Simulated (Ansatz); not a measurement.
Rows from a G0W0 calculation on AlP (F-43m) (Ansatz 0.2.0; G0W0 on PBE, plane waves, PAW; PAW set soft_1; 6×6×6 mesh, 43 empty bands, screening to 60 eV, PAW set soft_1 files), in eV. Spin-orbit coupling is left out.

```tsv
row	Σx	Σc	Vxc	Z
A	-15.61	2.46	-12.70	0.74
B	-8.61	-3.91	-13.11	0.78
C	-6.15	-3.60	-10.17	0.79
D	-5.32	-3.48	-9.04	0.79
E	-6.36	-4.17	-11.09	0.77
F	-15.82	1.75	-13.81	0.77
```

Q: Which rows are filled states and which are empty ones, and how can one tell?

Filled: A and F. Empty: B, C, D and E. The sign of Σc tells: for a filled state bare exchange, which holds its interaction with itself, lies below Vxc (Σx − Vxc is -2.0 eV or lower here) and screening gives part back as a positive Σc. For an empty state Σx lies above Vxc (+3.7 eV or more) and the Coulomb hole leaves Σc negative.

[Paths, hosts, dates, memory and timing lines, banners, echoed tables and standing remarks are left out of the program output.]

[Logs are printed without paths, hosts, clocks, repeated set-up lines and the standing remarks that a program may print on its own settings, such as how far it seeks lower states.]

[Runs of the session that timed out or met a known fault of the program may be left out.]

[Cells called generated may have been cut or substituted from an entry of the Crystallography Open Database or the Materials Project.]

[Hosts, paths, dates, database ids (printed as entryN), source tags and the programs' standing remarks are cut or masked in the printed files.]
